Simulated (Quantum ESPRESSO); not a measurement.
# InP (F-43m) in Quantum ESPRESSO: a series of runs, part 2 of 2

Quantum ESPRESSO 7.5. Earlier steps stand in the parts before.

### 3 Relaxation of cell and atoms, PBE, target pressure 8.2 GPa, at which the enthalpy is minimised

Contents of pw.in:

```
&CONTROL
  calculation = 'vc-relax'
  prefix = 'pwscf'
  outdir = './tmp'
  pseudo_dir = './pseudo'
  tprnfor = .true.
  tstress = .true.
  disk_io = 'low'
  nstep = 40
  forc_conv_thr = 0.0004
  etot_conv_thr = 1d-05
/
&SYSTEM
  ibrav = 0
  nat = 2
  ntyp = 2
  ecutwfc = 55
  ecutrho = 440
  nbnd = 15
  occupations = 'fixed'
/
&ELECTRONS
  conv_thr = 4d-10
  electron_maxstep = 120
  mixing_beta = 0.5
/
&IONS
  ion_dynamics = 'bfgs'
/
&CELL
  cell_dynamics = 'bfgs'
  press = 82
  press_conv_thr = 0.3
/
ATOMIC_SPECIES
In   114.8180 In.pbe-dn-rrkjus_psl.0.2.2.UPF
P     30.9738 P.pbe-n-rrkjus_psl.1.0.0.UPF
CELL_PARAMETERS angstrom
   0.0000000000    2.9340000000    2.9340000000
   2.9340000000    0.0000000000    2.9340000000
   2.9340000000    2.9340000000    0.0000000000
ATOMIC_POSITIONS crystal
In     0.0000000000    0.0000000000    0.0000000000
P      0.2500000000    0.2500000000    0.2500000000
K_POINTS automatic
10 10 10 0 0 0
```

Potentials or basis: SSSP 1.3 efficiency PBE.

Launch:

```bash
OMP_NUM_THREADS=1 pw.x -in pw.in > pw.out
```

pw.out:

```text
This program is part of the open-source Quantum ESPRESSO suite
     for quantum simulation of materials; please cite
         "P. Giannozzi et al., J. Phys.:Condens. Matter 21 395502 (2009);
         "P. Giannozzi et al., J. Phys.:Condens. Matter 29 465901 (2017);
         "P. Giannozzi et al., J. Chem. Phys. 152 154105 (2020);
     in publications or presentations arising from this work. More details at

     file In.pbe-dn-rrkjus_psl.0.2.2.UPF: wavefunction(s)  5S renormalized
     Message from routine setup:
     using ibrav=0 with symmetry is DISCOURAGED, use correct ibrav instead

     G-vector sticks info
     --------------------
     sticks:   dense  smooth     PW     G-vecs:    dense   smooth      PW
     Sum        1879     931    283                53089    18883    3119

     Using Slab Decomposition

     bravais-lattice index     =            0
     lattice parameter (alat)  =       7.8410  a.u.
     unit-cell volume          =     340.8842 (a.u.)^3
     number of atoms/cell      =            2
     number of atomic types    =            2
     number of electrons       =        18.00
     number of Kohn-Sham states=           15
     kinetic-energy cutoff     =      55.0000  Ry
     charge density cutoff     =     440.0000  Ry
     scf convergence threshold =      4.0E-10
     mixing beta               =       0.5000
     number of iterations used =            8  plain     mixing
     energy convergence thresh.=      1.0E-05
     force convergence thresh. =      4.0E-04
     press convergence thresh. =      3.0E-01
     Exchange-correlation= PBE
                           (   1   4   3   4   0   0   0)
     nstep                     =           40

     celldm(1)=   7.841046  celldm(2)=   0.000000  celldm(3)=   0.000000
     celldm(4)=   0.000000  celldm(5)=   0.000000  celldm(6)=   0.000000

[... 1899 lines left out ...]
                l(1) =   0
                l(2) =   0
                l(3) =   1
                l(4) =   1
                l(5) =   2
                l(6) =   2
     Q(r) pseudized with 0 coefficients

     atomic species   valence    mass     pseudopotential
     In               13.00   114.81800     In( 1.00)
     P                 5.00    30.97380     P ( 1.00)

     24 Sym. Ops. (no inversion) found

   Cartesian axes

     site n.     atom                  positions (alat units)
         1        In     tau(   1) = (  -0.0000000  -0.0000000   0.0000000  )
         2        P      tau(   2) = (   0.3464894   0.3464894   0.3464894  )

     number of k points=    47
                       cart. coord. in units 2pi/alat
        k(    1) = (   0.0000000   0.0000000   0.0000000), wk =   0.0020000
        k(    2) = (   0.0721523   0.0721523  -0.0721523), wk =   0.0160000
        k(    3) = (   0.1443045   0.1443045  -0.1443045), wk =   0.0160000
        k(    4) = (   0.2164568   0.2164568  -0.2164568), wk =   0.0160000
        k(    5) = (   0.2886091   0.2886091  -0.2886091), wk =   0.0160000
        k(    6) = (  -0.3607614  -0.3607614   0.3607614), wk =   0.0080000
[... 39 lines left out ...]
        k(   46) = (  -0.0721523  -0.3607614   0.6493704), wk =   0.0480000
        k(   47) = (  -0.7215227   0.2886091   0.0000000), wk =   0.0240000

     Dense  grid:    50237 G-vectors     FFT dimensions: (  54,  54,  54)

     Smooth grid:    17573 G-vectors     FFT dimensions: (  40,  40,  40)

     Initial potential from superposition of free atoms

     starting charge      17.9961, renormalised to      18.0000
     Starting wfcs are   13 randomized atomic wfcs +    2 random wfcs

     Self-consistent Calculation

     iteration #  1     ecut=    55.00 Ry     beta= 0.50
     Davidson diagonalization with overlap
     c_bands:  1 eigenvalues not converged
     c_bands:  3 eigenvalues not converged
     c_bands:  1 eigenvalues not converged
     c_bands:  2 eigenvalues not converged
     c_bands:  1 eigenvalues not converged
     c_bands:  1 eigenvalues not converged
[... 374 lines left out ...]
          total   stress  (Ry/bohr**3)                   (kbar)     P=       82.29
   0.00055939   0.00000000   0.00000000           82.29        0.00        0.00
   0.00000000   0.00055939   0.00000000            0.00       82.29        0.00
   0.00000000   0.00000000   0.00055939            0.00        0.00       82.29

=------------------------------------------------------------------------------=
   JOB DONE.
=------------------------------------------------------------------------------=
```

It took 3.7 min on 1 thread of Intel Xeon Platinum 8375C at 2.90GHz (Ice Lake), shared host; peak memory 0.25 GiB.

Results:

| Item | Value |
| --- | --- |
| Free energy | -2162.1159 eV |
| Relaxed volume | 23.77 Å³/atom |
| Relaxed cell | a = 4.066 Å, b = 4.066 Å, c = 4.066 Å, α = 60.00°, β = 60.00°, γ = 60.00° |
| Space group after relaxing (to 0.05 Å) | F-43m (No. 216) |
| Energy change on relaxing (the enthalpy is what falls) | +51.2 meV/atom |
| Ionic steps | 5 |
| Pressure after relaxing | 8.2 GPa |
| Band gap on the k mesh | 1.03 eV, direct |

The path:
```csv
step,energy change (eV),largest force (eV/Å),pressure (GPa),volume (Å³)
1,0.0000,0.0000,3.12,50.51
2,0.0332,0.0000,5.14,49.22
3,0.1112,0.0000,8.54,47.38
4,0.1019,0.0000,8.18,47.56
5,0.1024,0.0000,8.20,47.55
```

Final structure:
```
In P
1.0
     0.00000    2.87538    2.87538
     2.87538    0.00000    2.87538
     2.87538    2.87538    0.00000
In P
1 1
Direct
  0.00000 0.00000 0.00000
  0.25000 0.25000 0.25000
```

Levels at points of the mesh, in eV from the valence-band top:
| k point | band 5 | band 6 | band 7 | band 8 | band 9 | band 10 | band 11 | band 12 | band 13 | band 14 |
| --- | --- | --- | --- | --- | --- | --- | --- | --- | --- | --- |
| (0.00, 0.00, 0.00) | -14.17 | -11.93 | 0.00 | 0.00 | 0.00 | 1.03 | 4.08 | 4.08 | 4.08 | 8.87 |
| (0.00, 0.00, -0.50) | -14.15 | -10.01 | -6.05 | -1.06 | -1.06 | 1.64 | 4.80 | 4.80 | 7.23 | 9.79 |
| (0.00, -0.50, -0.50) | -14.12 | -9.29 | -6.01 | -2.52 | -2.52 | 1.66 | 2.25 | 9.62 | 9.96 | 9.96 |

Caveat: spin-orbit coupling is left out, which moves the levels of the heavy elements.
